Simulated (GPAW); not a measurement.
# TiO2 (R-3m) in GPAW: reference runs

Aim: a first look at TiO2 with PBE, on the cell as given.

All numbers are computed with GPAW 26.7.0; they aren't measurements. Logs are shortened: lines on timing, memory, paths and dates and some standing lists are left out, and cuts for length are marked. The log counts tension as positive stress, the text compression.

### Step 1. Starting point

Symmetry: R-3m, No. 166, trigonal system. The conventional cell has a = 2.995 Å, b = 2.995 Å, c = 20.945 Å, α = 90.00°, β = 90.00°, γ = 120.00°. Ti (site symmetry -3m) is surrounded by 6 O at 1.98 Å. O (site symmetry 3m) has 3 Ti at 1.98 Å as nearest neighbours.

Measurements of this composition are mostly on another form, of space group No. 141.

### Step 2. Single point, PBE

Contents of run.py:

```python
from ase import Atoms
from ase.dft.bandgap import bandgap
from ase.io import write
from ase.units import Bohr, GPa
from gpaw import GPAW, PW
from gpaw.elf import elf_from_dft_calculation

atoms = Atoms(['Ti', 'O', 'O'],
              cell=[[1.4973312015, 0.8644845722, 6.9815443949],
                    [-1.4973312015, 0.8644845722, 6.9815443949],
                    [0.0, -1.7289691445, 6.9815443949]],
              scaled_positions=[[0.0, 0.0, 0.0],
                                [0.379533, 0.379533, 0.379533],
                                [0.620467, 0.620467, 0.620467]],
              pbc=True)

calc = GPAW(mode=PW(800),
            xc='PBE',
            kpts={'size': (10, 10, 10), 'gamma': True},
            occupations={'name': 'fermi-dirac', 'width': 0.05},
            nbands=24,
            convergence={'density': 1e-05, 'energy': 1e-05},
            maxiter=150,
            txt='gpaw.txt')
atoms.calc = calc
energy = atoms.get_potential_energy()
forces = atoms.get_forces()
stress = atoms.get_stress()
calc.write('gs.gpw')
write('result.traj', atoms)
print(f'Energy: {energy:.6f} eV')
print('Forces (eV/A):')
print(forces.round(4))
print('Stress (GPa):', (stress / GPa).round(3))
print('Fermi level:', round(calc.get_fermi_level(), 4), 'eV')
print(f'Gap: {bandgap(calc)[0]:.4f} eV, direct: {bandgap(calc, direct=True)[0]:.4f} eV')

# fields on the real-space grid
write('density.cube', atoms, data=calc.get_pseudo_density() * Bohr**3)
write('potential.cube', atoms, data=calc.get_electrostatic_potential())
write('elf.cube', atoms, data=elf_from_dft_calculation(calc).data)
```

Potentials or basis: GPAW PAW data sets (gpaw-data 1.2.1), pw.

Launch:

```console
> OMP_NUM_THREADS=1 python run.py
```

gpaw.txt:

```text
__  _  _
 | _ |_)|_||  |
 |__||  | ||/\| - 26.7.0

Input parameters:
  mode=PW(ecut=800.0),
  convergence={'density': 1e-05, 'energy': 1e-05},
  kpts=MonkhorstPack(size=(10, 10, 10), gamma=True),
  maxiter=150,
  nbands=24,
  occupations=Occupations(name='fermi-dirac', width=0.05),
  xc=XC(name='PBE')

Diagonalizing LCAO Hamiltonian
Converting LCAO to pw mode

       O

       O

       Ti

Atoms  # Å, Bohr magnetons
|   | symbol |         x |         y |         z |    initial magnetic moments |
|---|--------|-----------|-----------|-----------|-----------------------------|
| 0 |     Ti |  0.000000 |  0.000000 |  0.000000 | ( 0.0000,  0.0000,  0.0000) |
| 1 |      O |  0.000000 | -0.000000 |  7.949179 | ( 0.0000,  0.0000,  0.0000) |
| 2 |      O | -0.000000 | -0.000000 | 12.995454 | ( 0.0000,  0.0000,  0.0000) |

Unit cell  # Å
| periodic |         x |         y |        z |  lengths |    angles |
|----------|-----------|-----------|----------|----------|-----------|
|      yes |  1.497331 |  0.864485 | 6.981544 | 7.192447 | 24.031557 |
|      yes | -1.497331 |  0.864485 | 6.981544 | 7.192447 | 24.031557 |
|      yes |  0.000000 | -1.728969 | 6.981544 | 7.192447 | 24.031557 |

Number of symmetries: 12
Symmetry operations  # r_c * U_cc + t_c -> r_c
|    | kind |            matrix            |
|----|------|------------------------------|
|  0 |  E   |  1, 0, 0,  0, 1, 0,  0, 0, 1 |
|  1 |  σ   |  1, 0, 0,  0, 0, 1,  0, 1, 0 |
|  2 |  σ   |  0, 1, 0,  1, 0, 0,  0, 0, 1 |
|  3 |  C3  |  0, 1, 0,  0, 0, 1,  1, 0, 0 |
|  4 |  C3  |  0, 0, 1,  1, 0, 0,  0, 1, 0 |
|  5 |  σ   |  0, 0, 1,  0, 1, 0,  1, 0, 0 |
|  6 |  C2  |  0, 0,-1,  0,-1, 0, -1, 0, 0 |
|  7 |  S6  |  0, 0,-1, -1, 0, 0,  0,-1, 0 |
|  8 |  S6  |  0,-1, 0,  0, 0,-1, -1, 0, 0 |
|  9 |  C2  |  0,-1, 0, -1, 0, 0,  0, 0,-1 |
| 10 |  C2  | -1, 0, 0,  0, 0,-1,  0,-1, 0 |
| 11 |  i   | -1, 0, 0,  0,-1, 0,  0, 0,-1 |

BZ-sampling:
  Number of BZ points: 1000
  Number of IBZ points: 116

  Monkhorst-Pack size: [10, 10, 10]
  Monkhorst-Pack shift: [0.05, 0.05, 0.05]

K-points  # in reciprocal-cell coordinates
|     |                                coordinates |     weight |
|-----|--------------------------------------------|------------|
|   0 | (  0.00000000,   0.00000000,   0.00000000) | 0.00100000 |
|   1 | (  0.10000000,   0.00000000,  -0.10000000) | 0.00600000 |
|   2 | (  0.10000000,   0.00000000,   0.00000000) | 0.00600000 |
|   3 | (  0.10000000,   0.10000000,  -0.10000000) | 0.00600000 |
|   4 | (  0.10000000,   0.10000000,   0.00000000) | 0.00600000 |
|   5 | (  0.10000000,   0.10000000,   0.10000000) | 0.00200000 |
|   6 | (  0.20000000,  -0.10000000,  -0.10000000) | 0.00600000 |
|   7 | (  0.20000000,   0.00000000,  -0.20000000) | 0.00600000 |
|   8 | (  0.20000000,   0.00000000,  -0.10000000) | 0.01200000 |
|   9 | (  0.20000000,   0.00000000,   0.00000000) | 0.00600000 |
| ... |                                            |            |
| 115 | (  0.50000000,   0.50000000,   0.50000000) | 0.00100000 |

Plane wave coefficients: 2808
Cutoff: 800.0 eV

Spin-components: 1 (collinear spins)
Bands:           24
Projectors:      16
Spin-degeneracy: 2
Datatype:        complex128

Parallelization:
  kpt:    1
  domain: 1
  band:   1

Density:
  Valence electrons: 24.0
  Components: 1
  Grid points: [48 48 48]
  Charge: 0.0  # |e|

Potential:
  Grid points: [48 48 48]

species:
  Ti:
    name:    Titanium
    Z:       22.0
    valence: 12
    core:    10
    charge:  0.0  # [|e|]
    compensation charges:
      type: gauss
      rc: 0.38  # [Å]
      lmax: 2
    cutoffs:
      filter: 2.23  # [Å]
      core: 1.02  # [Å]
    projectors
    | kind |    occ | energy [eV] | rcut [Å] |
    |------|--------|-------------|----------|
    |   3s |  2.000 |     -62.623 |    1.270 |
    |   4s |  2.000 |      -4.466 |    1.270 |
    |   3p |  6.000 |     -38.862 |    1.058 |
    |   4p |  0.000 |      -1.466 |    1.058 |
    |   3d |  2.000 |      -4.258 |    1.058 |
    |    d |        |      22.953 |    1.058 |

    Using partial waves for Ti as LCAO basis

  O:
    name:    Oxygen
    Z:       8.0
    valence: 6
    core:    2
    charge:  0.0  # [|e|]
    compensation charges:
      type: gauss
      rc: 0.21  # [Å]
      lmax: 2
    cutoffs:
      filter: 1.17  # [Å]
      core: 0.83  # [Å]
    projectors
    | kind |    occ | energy [eV] | rcut [Å] |
    |------|--------|-------------|----------|
    |   2s |  2.000 |     -23.961 |    0.688 |
    |   2p |  4.000 |      -9.029 |    0.598 |
    |    s |        |       3.251 |    0.688 |
    |    p |        |      18.182 |    0.598 |
    |    d |        |       0.000 |    0.619 |

    Using partial waves for O as LCAO basis

Reference energy: -27305.718884  # eV

eigensolver:
  PPCG
  Converge bands: occupied
  niter=2

density mixing:
  MSR1-Mixer
  Pratt-step length: 0.05
  Maximum mixing coefficient: 0.75
  Old densities: 10
  SVD Regularization: 0.005
  Good broyden scale: 1.0
  Trust region scale: 1.0
  Backstep threshold: 4.0
  History deletion threshold: 6.0
  Fourier metric: weight=20.0, sigma=0.015

occupation numbers:
  Fermi-Dirac:
    width: 0.0500  # eV

poisson solver:
  ecut: 6400.0  # eV

xc functional:
  name: PBE with 2 nearest neighbor stencil

convergence criteria:
- Maximum integral of absolute [dens]ity change: 1e-05 electrons / valence electron
- Maximum [total energy] change in last 3 cyles: 1e-05 eV / valence electron
- Maximum integral of absolute [eigenst]ate change: 4e-08 eV^2 / valence electron
maximum number of iterations: 150

SCF iterations
|iter     | |      energy | eigst |  dens |
|---------|-|-------------|-------|-------|
|iter:   1| |  -30.219725 | +0.03 |       |
|iter:   2| |  -28.721437 | -1.80 | -0.79 |
|iter:   3| |  -26.018431 | -0.86 | -0.86 |
|iter:   4| |  -25.824805 | -2.00 | -1.33 |
|iter:   5| |  -25.805050 | -2.65 | -1.56 |
|iter:   6| |  -25.801718 | -3.35 | -1.96 |
|iter:   7| |  -25.801828 | -4.59 | -2.69 |
|iter:   8| |  -25.801830c| -5.82 | -3.39 |
|iter:   9| |  -25.801831c| -6.70 | -3.89 |
|iter:  10| |  -25.801831c| -7.76c| -4.74 |
|iter:  11| |  -25.801831c| -8.32c| -5.31c|

Converged in 11 steps
Energy contributions relative to reference atoms: (reference = -27305.718884)

Energy contributions:
  Kinetic:          26.376767
  Coulomb:         -31.782693
  Zero:              0.633494
  External:          0.000000
  Xc:              -21.029399
  Entropy:          -0.000000
  Spinorbit:         0.000000
  ----------------------------
  Free energy:     -25.801831
  Extrapolated:    -25.801831

dipole moment: (-0.000000, 0.000000, -67.471790)  # |e|*Ang

Fermi level: 0.408
Eigenvalues  # (at kpt = [0.000, 0.000, 0.000])
| band index |      eig [eV] | occ [0-2] |
|------------|---------------|-----------|
|          0 |       -56.980 |     2.000 |
|        ... |               |           |
|          4 |       -18.006 |     2.000 |
|          5 |       -16.263 |     2.000 |
|          6 |        -4.274 |     2.000 |
|          7 |        -4.234 |     2.000 |
|          8 |        -4.234 |     2.000 |
|          9 |        -1.261 |     2.000 |
[... 8 lines left out ...]
|         18 |         9.654 |     0.000 |
|         19 |        10.587 |     0.000 |
|        ... |               |           |
|         23 |        20.485 |     0.000 |

Gap: 2.704 eV
Transition (v -> c):
  (s=0, k=8, n=11, [0.20, 0.00, -0.10]) -> (s=0, k=5, n=12, [0.10, 0.10, 0.10])
Direct/indirect transitions are different
Direct gap: 2.887 eV
Transition at: (s=0, k=115, n=11, [0.50, 0.50, 0.50])

Forces  # eV/Ang
|        x |        y |        z |
|----------|----------|----------|
|  0.00000 |  0.00000 |  0.00000 |  # Ti   0
| -0.00000 |  0.00000 | -0.00836 |  # O    1
|  0.00000 | -0.00000 |  0.00836 |  # O    2

Stress tensor  # eV/Ang^3
|         x |        y |         z |
|-----------|----------|-----------|
|  0.000726 | 0.000000 | -0.000000 |
|  0.000000 | 0.000726 |  0.000000 |
| -0.000000 | 0.000000 |  0.001790 |

# Writing to gs.gpw (mode='')
```

stdout:

```text
<dir> UserWarning: The angles between your unit-cell vectors are 24.0, 24.0 and 24.0 degrees.  Results may be wrong!  Please Niggli-reduce your unit-cell so that the angles are closer to 90 degrees:

  from ase.build import niggli_reduce
  niggli_reduce(atoms)

  warnings.warn(
Energy: -25.801831 eV
Forces (eV/A):
[[ 0.      0.      0.    ]
 [-0.      0.     -0.0084]
 [ 0.     -0.      0.0084]]
Stress (GPa): [ 0.116  0.116  0.287  0.    -0.     0.   ]
Fermi level: 0.4081 eV
Gap: 2.7044 eV, direct: 2.8871 eV
```

Run time: 6.1 min. Hardware: 1 thread of Intel Xeon at 2.60GHz (Ice Lake), shared host; peak memory 0.49 GiB.

What came out:

```
Free energy            : -25.8018 eV
Pressure               : -0.2 GPa
Largest force          : 0.008 eV/Å
Band gap on the k mesh : 2.70 eV, indirect (least direct gap 2.89 eV)
```

Forces on the atoms (eV/Å):
```
Ti   0.000  0.000  0.000
O    0.000  0.000 -0.008
O    0.000  0.000  0.008
```

Caveat: the program warned that so skewed a cell can give wrong results. Expect the measured gap to be larger: semilocal functionals such as PBE lack the derivative discontinuity.
